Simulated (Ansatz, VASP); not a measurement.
Two plane-wave programs on Al

File INCAR:

```
  ALGO = Normal
  EDIFF = 1E-6
  EDIFFG = -0.04
  ENCUT = 600
  GGA = PS
  IBRION = 2
  ISIF = 3
  ISMEAR = 0
  LASPH = True
  LCHARG = False
  LREAL = False
  LWAVE = False
  NELM = 100
  NSW = 90
  PREC = Accurate
  SIGMA = 0.1
```

Contents of KPOINTS:

```
k-points
0
Gamma
  9 9 9
```

File POSCAR:

```
Al
1.0
    2.1689556837      1.2522471479      1.0570902088
   -2.1689556837      1.2522471479      1.0570902088
    0.0000000000     -2.5044942957      1.0570902088
Al
1
Direct
    0.5000000000      0.5000000000      0.5000000000
```

Input for Ansatz:

```yaml
crystal:
  lattice:
    - [2.1689556837, 1.2522471479, 1.0570902088]
    - [-2.1689556837, 1.2522471479, 1.0570902088]
    - [0.0, -2.5044942957, 1.0570902088]
  atoms:
    - { symbol: Al, position: [0.5, 0.5, 0.5] }
basis:
  ecutwfc: 420
kpoints:
  mp_grid: { grid: [9, 9, 9] }
hamiltonian:
  xc: pbesol
scf:
  occupations: { method: gaussian, width: 0.1 }
  lower_state_search: "off"
output:
  forces: true
  stress: true
  eigenvalues: true
relax:
  adjacent_minimum: "off"
  f_tol: 0.04
  max_steps: 70
  cell: { stress_tol: 0.4 }
```

Alike in both runs: task relaxation of cell and atoms; functional PBEsol; k mesh 9 × 9 × 9; occupations gaussian, width 0.1 eV; no spin polarisation.

|  | VASP | Ansatz |
| --- | --- | --- |
| version | VASP 6.6.1 | Ansatz 0.2.0 |
| potentials or method | VASP PAW PBE potentials, release 64 (Al) | scalar-relativistic, plane waves, PAW |
| plane-wave cutoff (eV) | 600 | 420 |
| valence electrons in the cell | 3 | 3 |

Ansatz gave:

```
gap on the k mesh at the Fermi level, each at its own relaxed structure (eV) : none
relaxed volume (Å³/atom)                                                     : 16.55
relaxed cell length with the largest relative difference (Å)                 : 2.780
energy change over the relaxation (meV/atom)                                 : -61
```

What did VASP give for the same quantities?

gap on the k mesh at the Fermi level, each at its own relaxed structure (eV): none; relaxed volume (Å³/atom): 16.56; relaxed cell length with the largest relative difference (Å): 2.780; energy change over the relaxation (meV/atom): -61.

A gap of «none» marks a metal or a gap that the smearing closes.

Caveats: the PAW data sets were made with another functional, which shifts forces and pressure a little (VASP).
